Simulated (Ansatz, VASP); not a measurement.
Two plane-wave programs on K

Contents of INCAR:

```
SYSTEM = K
PREC = Accurate
ENCUT = 520
EDIFF = 1E-6
ISMEAR = -1
SIGMA = 0.1
LREAL = .FALSE.
LASPH = .TRUE.
NELM = 80
ALGO = Normal
ISIF = 2
LWAVE = .FALSE.
LCHARG = .FALSE.
GGA = PS
NBANDS = 10
```

KPOINTS

```
regular mesh
0
G
  11 11 11
  0 0 0
```

File POSCAR:

```
K
1.0
    0.0000000000      2.7761970325      2.7761970325
    2.7761970325      0.0000000000      2.7761970325
    2.7761970325      2.7761970325      0.0000000000
K
1
Direct
    0.0000000000      0.0000000000      0.0000000000
```

Input for Ansatz:

```yaml
crystal:
  lattice:
    - [0.0, 2.7761970325, 2.7761970325]
    - [2.7761970325, 0.0, 2.7761970325]
    - [2.7761970325, 2.7761970325, 0.0]
  atoms:
    - { symbol: K, position: [0.0, 0.0, 0.0] }
kpoints:
  mp_grid: { grid: [11, 11, 11] }
scf:
  occupations: { method: fermi_dirac, width: 0.1 }
hamiltonian:
  xc: pbesol
  pseudopotentials: { kind: paw }
output:
  forces: true
  stress: true
  eigenvalues: true
  populations: true
  write_density: true
  write_potential: true
  elf: true
  volumetric_format: npy
```

Change from the starting cell: volume scaled by 0.6, PAW files.

Alike in both runs: task single point; functional PBEsol; k mesh 11 × 11 × 11; occupations fermi-dirac, width 0.1 eV; no spin polarisation.

|  | VASP | Ansatz |
| --- | --- | --- |
| version | VASP 6.6.1 | Ansatz 0.2.0 |
| potentials or method | VASP PAW PBE potentials, release 64 (K_sv) | PAW with Ansatz's default frozen-core files, scalar-relativistic |
| plane-wave cutoff (eV) | 520 | 420 |
| valence electrons in the cell | 9 | 9 |

```csv
,VASP,Ansatz,Ansatz less VASP
pressure (GPa),4.8,4.8,+0.01
```

Caveats: the PAW data sets were made with another functional, which shifts forces and pressure a little (VASP).
